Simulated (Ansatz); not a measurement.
MnO2:

```
Mn O
1.0
     1.42843    0.82471    4.58393
    -1.42843    0.82471    4.58393
     0.00000   -1.64941    4.58393
Mn O
1 2
Direct
  0.00000 0.00000 0.00000
  0.73564 0.73564 0.73564
  0.26436 0.26436 0.26436
```

Measurements of this composition are mostly on another form, of space group No. 136.

* Program: Ansatz 0.2.0
* Task: relaxation of cell and atoms
* Functional: PBEsol
* Potentials or basis: Ansatz PAW
* Cutoff: 420 eV (not typed: the program's choice for these potentials)
* k mesh: 11 × 11 × 11
* Occupations: fermi-dirac, width 0.05 eV
* Spin: collinear spin, ferromagnetic start
* Starting moments: [4.0, 0.0, 0.0] μB
* Hubbard terms: Mn d U = 1 eV

At the start: volume 10.80 Å³/atom.

Problem. How do energy, volume and symmetry change on relaxing?

Solution. It ends after 20 steps and the volume is 11.54 Å³/atom (+6.9 %); space group R-3m (No. 166, to 0.05 Å); moment 3.00 μB per cell.

Step by step:
```csv
step,energy change (eV),largest force (eV/Å),volume (Å³)
1,0.0000,0.1140,32.40
2,0.0000,0.0360,32.91
3,0.0002,0.0097,33.04
4,0.0002,0.0021,33.03
5,-0.0042,0.0026,33.03
6,-0.0028,0.0000,33.47
7,-0.0018,0.0013,33.65
8,-0.0057,0.0017,33.65
9,-0.0043,0.0020,33.97
10,-0.0038,0.0103,34.06
11,-0.0037,0.0006,34.08
12,-0.0062,0.0007,34.08
13,-0.0049,0.0000,34.36
14,-0.0064,0.0001,34.36
15,-0.0058,0.0002,34.47
16,-0.0056,0.0001,34.52
17,-0.0065,0.0002,34.52
18,-0.0059,0.0002,34.63
19,-0.0065,0.0002,34.63
20,-0.0065,0.0002,34.63
```

Final structure:
```
CELL_PARAMETERS angstrom
1.42465 0.82252 4.92494
-1.42465 0.82252 4.92494
0.00000 -1.64504 4.92494
ATOMIC_POSITIONS crystal
Mn 0.00000 0.00000 0.00000
O 0.73082 0.73082 0.73082
O 0.26918 0.26918 0.26918
```

Caveat: the magnetic or orbital state may not be the lowest; the plane-wave basis is chosen anew once the cell has moved, so the energies of steps on either side of that aren't comparable; the pressure holds a Pulay correction of +0.8 GPa for the finite cutoff; a cell with one magnetic atom can't hold antiferromagnetic order, which such compounds often take; the PAW data sets come from PBE, with cores solved anew for the run's functional, which leaves a small shift of forces and pressure.
